# Which vibrations of a germanium framework need more than bond springs

## The decision

Suppose the vibrations of this form of germanium are to be put into a cheap force model for larger simulations. The first decision is whether springs along the bonds suffice, or whether the model must also resist changes of bond angle. The frequencies below, from a density-functional calculation, settle it: with bond springs alone, two of the nine vibrations would have no restoring force, and a third would come out far too low.

Zone-centre harmonic phonons of germanium (I4/mmm, 4-atom cell) from Ansatz 0.2.0: linear response, PBE, scalar-relativistic PAW, no spin polarization, 420 eV plane-wave cutoff, 14×14×14 k mesh, Fermi–Dirac smearing of 0.15 eV. The three translations are omitted, and the long-range term of polar modes is not included.

```csv
row,phonon frequency (cm^-1),mode number
1,73.40,1
2,92.90,2
3,212.20,3
4,212.20,4
5,220.10,5
6,222.40,6
7,260.20,7
8,260.20,8
9,282.70,9
```

The mode number only counts the vibrations in order of frequency. All atoms have the same mass and four neighbours, so neither mass nor number of bonds can spread the modes from 73 to 283 cm⁻¹. What differs is what each motion does to the bonds.

## The framework and its motions

This is not the diamond structure of ordinary germanium, and the calculation does not show that it can be made. The atoms form flat squares of four. Links join each corner to squares above and below, and these links zigzag along the c axis, the direction perpendicular to the squares. Every atom thus has two bonds along square edges and two links, all about 2.5 Å long. The repeating cell holds one square, with four edges and four links.

The shapes of the vibrations are fixed by symmetry and equal masses; the forces only decide their frequencies. One can therefore draw each motion and see which bonds it must stretch. That drawing already explains the main feature of the table, the jump between rows 2 and 3.

## Row 2: a square that turns

In row 2 the square rotates about the c axis as a rigid body. Its edges keep their length. At the other end of each link the neighbouring atom moves sideways to the link, so to first order the link keeps its length too. Row 1 is just as gentle on the bonds: two opposite corners rise, the other two sink, and each zigzag chain of links slides along c as a whole.

What resists these two motions must be something other than bond stretching. The likely source is the angles between edges and links, the only bond angles that either motion changes to first order. Covalent germanium prefers certain directions for its bonds, but turning a bond costs much less than stretching it. From row 3 on, every motion stretches bonds, and the frequency jumps by a factor of 2.3. Since stiffness goes as the square of the frequency, this is a fivefold rise in stiffness.

Rotation lies above puckering for a reason that geometry suggests. In the rotation both the edges and the links turn, and their turns add up in the angle between them. In the puckering only the edges tilt. For the same total motion the rotation changes these angles about 1.2 times as much, which agrees in direction with its higher frequency.

Both soft modes have real frequencies, so the framework resists these distortions. This holds for motions that repeat identically in every cell; waves running through the crystal were not examined.

## Why there are two soft modes

Four atoms can move in 12 independent ways, and 8 bonds could block at most 8 of them. Of the remaining 4, three merely shift the whole crystal. This count promises only one soft vibration, yet the table has two.

The missing restraint comes from the fixed cell. Along a diagonal, the width of a square and the sideways reach of a link together fill a set distance. If the squares grow, the links must shorten; all bonds cannot lengthen together unless the cell grows. One of the 8 bond conditions therefore follows from the other seven and blocks nothing new, so a second motion escapes the springs.

## Row 9: every bond at work

In row 9 the square breathes: all four corners move outwards together. This lengthens the edges and shortens the links, so it is the only vibration that strains all eight bonds at once. It is also the highest.

A simple model turns this into a number. Give every bond the same spring constant k and every atom the mass m. For a motion of unit total size, in which the squared displacements of the four atoms add up to 1, let S be the sum of the squared changes in bond length. Then

(2πν)² = kS/m, so the frequency ν is proportional to √S.

For the breathing, each atom moves by 0.5 along its diagonal:

- The two ends of an edge separate by 0.707. Four edges give 4 × 0.707² = 2.
- The two ends of a link approach by 1 sideways. A link is inclined, and the sideways part makes up 0.33 of its squared length. Four links give 4 × 0.33 ≈ 1.32.

Together S = 3.32.

The stiffness is taken from row 7, where two linked atoms move oppositely along c. There S = 2.68, all of it from links. The estimate for row 9 is then

260.2 × √(3.318/2.682) ≈ 289 cm⁻¹,

against 283 cm⁻¹ computed. Row 9 played no part in setting the stiffness, so this does test the spring picture, but the match may owe something to cancelling errors, as row 6 will show. Row 7 and its partner, row 8, are matched by construction.

## The edge-stretching modes

Rows 3, 4 and 5 stretch only edges. In rows 3 and 4 the two corners on one diagonal move against the two on the other; these motions form a pair because two directions in the plane are equivalent. In row 5 the square becomes a rectangle. All three have S = 2, and the model puts them at one frequency, 225 cm⁻¹, slightly above the computed values.

Rows 3 and 4 carry a reservation. Symmetry allows them to couple to an electric field, even in an element. The calculation finds a metal, in which such fields are screened, but this type of functional tends to close small gaps wrongly. If this form in truth has a gap, a long-range electric force left out here could split the pair.

## Row 6: the irregular one

By frequency, row 6 looks like a close relative of row 5. By motion it is not: the square becomes a rhombus, its edges keep their length, and only links are strained. The 2 cm⁻¹ between the two rows should not be interpreted, because the frequencies of a metal depend on the sampling of its electronic states and only one sampling is available.

The spring model fails here. The links stand steeply, so moving their ends sideways stretches them little, and S is only 1.32. The estimate is 182 cm⁻¹, whereas the calculation gives 222 cm⁻¹. Taking the stiffness from row 3 instead makes the estimate lower still, so the choice of reference is not to blame. In terms of stiffness, about a third of what holds row 6 is missing.

Angles are the first candidate. The rhombus opens two corners of the square and closes the other two, and it also changes the angle between the two links at each atom. If this bending cost as much as the whole of row 2, it would supply about 17% of the stiffness of row 6, roughly half of the missing part. That is a comparison of size, not a measurement: rows 1 and 2 leave these particular angles unchanged to first order, so they do not reveal how stiff they are.

A second candidate is that bonds sharing an atom influence each other. In row 6 both links at an atom lengthen or shorten together; in rows 7 and 8 one lengthens while the other shortens. If stretching one link made it harder to stretch its neighbour, row 6 would rise and rows 7 and 8 would fall, as the misfit requires. Row 9 calls for caution with both candidates. It strains the links by the same amounts as row 6, yet the model does not place it too low. One way out is that much of the missing stiffness lies in the corner angles of the square, which the breathing keeps. Rows 3 and 4 make this doubtful: they change the corner angles too, yet fall below their estimates. The other way out is that something offsets the missing stiffness in row 9. Edge springs softer than the link springs would do part of this. Rows 3 to 5, all below their estimates, hint at them, but row 7, which sets the scale, also tilts edges, and any angle stiffness in it would raise every estimate. A coupling between edges and links, which change in opposite senses in row 9, could also contribute. The frequencies alone cannot divide the effect between angles and coupled bonds.

## What the force model needs

Bond springs place most of the stretching modes well, but the model also needs angle forces, or the squares would turn and pucker freely. Adjusting those forces to rows 1 and 2 is not enough, because these rows probe only the angles between edges and links. Row 6 is the one to check next, since it strains the other angles and would feel a coupling between neighbouring links.

The same drawing exercise serves for a related framework of equal atoms, provided that symmetry again fixes the shapes; in larger cells the forces often help to decide them. Motions that keep all bond lengths belong at the bottom. Among the others, the direction of the bonds matters as much as their strength: in the spring model, steeper links would raise rows 7 and 8 and lower row 6. The printed output after this text lists the stretch sums and the equal-spring estimate, scaled to row 7, for every mode.

The analysis program printed:

```
Bond stretching and equal-spring estimate scaled to row 7:
  row  computed cm^-1  edge stretch squared  link stretch squared  total  estimate cm^-1  estimate less computed
    1            73.4                     0                     0      0               0                   -73.4
    2            92.9                     0                     0      0               0                   -92.9
    3           212.2                     2                     0      2           224.7                   12.48
    4           212.2                     2                     0      2           224.7                   12.48
    5           220.1                     2                     0      2           224.7                   4.578
    6           222.4                     0                 1.318  1.318           182.4                  -40.04
    7           260.2                     0                 2.682  2.682           260.2                       0
    8           260.2                     0                 2.682  2.682           260.2                       0
    9           282.7                     2                 1.318  3.318           289.4                   6.673
Length of a square edge (angstrom): 2.519
Length of a link between squares (angstrom): 2.486
Number of modes that stretch no bond: 2
Number of modes that stretch bonds: 7
Jump from row 2 to row 3 (cm^-1): 119.3
Frequency ratio row 3 to row 2: 2.284
Squared frequency ratio row 3 to row 2: 5.217
Frequency ratio row 2 to row 1: 1.266
Edge-link angle change, rotation over puckering: 1.225
Row 5 less row 3 (cm^-1): 7.9
Row 6 less row 5 (cm^-1): 2.3
Row 9 less row 7 (cm^-1): 22.5
Link stretch squared, row 7 over row 6: 2.036
Squared frequency ratio row 7 to row 6: 1.369
Row 6 estimate if scaled to row 3 instead (cm^-1): 172.2
Row 9 estimate if scaled to row 3 instead (cm^-1): 273.3
Part of row 6 squared frequency missing in the estimate (percent): 32.76
Row 2 squared frequency as part of that of row 6 (percent): 17.45
```
